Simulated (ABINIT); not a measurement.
Runs of ABINIT 10.8.3 (patched build) on MgB2. Symmetry: P6/mmm, No. 191, hexagonal system. The conventional cell has a = 3.085 Å, b = 3.085 Å, c = 3.523 Å, α = 90.00°, β = 90.00°, γ = 120.00°. Around Mg (site symmetry 6/mmm) lie 12 B at 2.51 Å. Around B (site symmetry -6m2) lie 3 B at 1.78 Å. 

| task | level | potentials or basis | cell | k mesh | cutoff (eV) | bands in the sums | broadening (eV) | scissor shift (eV) | tensor components | cell freedom (optcell) | gap on the mesh (eV) | pressure (GPa) |
| --- | --- | --- | --- | --- | --- | --- | --- | --- | --- | --- | --- | --- |
| single point | PBE | PseudoDojo NC SR PBE v0.4.1 standard | cell relaxed | 8 × 8 × 6 | 1143 | - | - | - | - | - | none | 0.0 |
| optical spectrum | PBE | PseudoDojo NC SR PBE v0.5 standard | as given | 12 × 12 × 8, shifted | 1034 | 16 | 0.15 | 0 | [11, 33] | - | - | (a) |
| single point | PBE | PseudoDojo NC SR PBE v0.4.1 standard | as given | 8 × 8 × 6 | 1088 | - | - | - | - | - | none | -1.0 |
| single point | LDA | PseudoDojo NC SR LDA v0.4.1 standard | as given | 8 × 8 × 6 | 1088 | - | - | - | - | - | none | -7.4 |
| relaxation of cell and atoms | PBE | PseudoDojo NC SR PBE v0.4.1 standard | relaxed | 8 × 8 × 6 | 1143 | - | - | - | - | 2 | none | 0.0 |

Alike in all rows: no spin polarisation; smearing fermi-dirac 0.05 eV.

**Question.** Estimate the missing entries.

**Answer.** (a) -1.7.

Caveats: the intraband (Drude) term is left out (some runs); spectra need much finer meshes, so this one isn't converged (some runs); independent-particle spectra lack excitons (some runs).

A gap of «none» marks a metal or a gap under the smearing width.
